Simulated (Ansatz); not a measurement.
Crystal: In.

```
In
1.0
    -1.62547    1.62547    2.47370
     1.62547   -1.62547    2.47370
     1.62547    1.62547   -2.47370
In
1
Direct
  0.00000 0.00000 0.00000
```

Program: Ansatz 0.2.0. Alike in all runs: potentials or basis Ansatz PAW; no spin polarisation; cell as given; k mesh 6 × 6 × 6; smearing fermi-dirac 0.05 eV; the mesh is coarse, so values aren't converged.

Problem. Order these runs on this cell by their pressure, lowest first.
A. level HF; cutoff (eV) 420
B. level B3LYP; cutoff (eV) 420
C. level HSE06; cutoff (eV) 420; points for each segment of the path 4
D. level r2SCAN0; cutoff (eV) 500

Solution. D (-1.5 GPa), C (0.1 GPa), B (4.1 GPa), A (6.2 GPa).

Caveats: all runs use coarse meshes; the PAW data sets come from PBE, with cores solved anew for the run's functional, which leaves a small shift of forces and pressure; the thresholds are loose for stress.
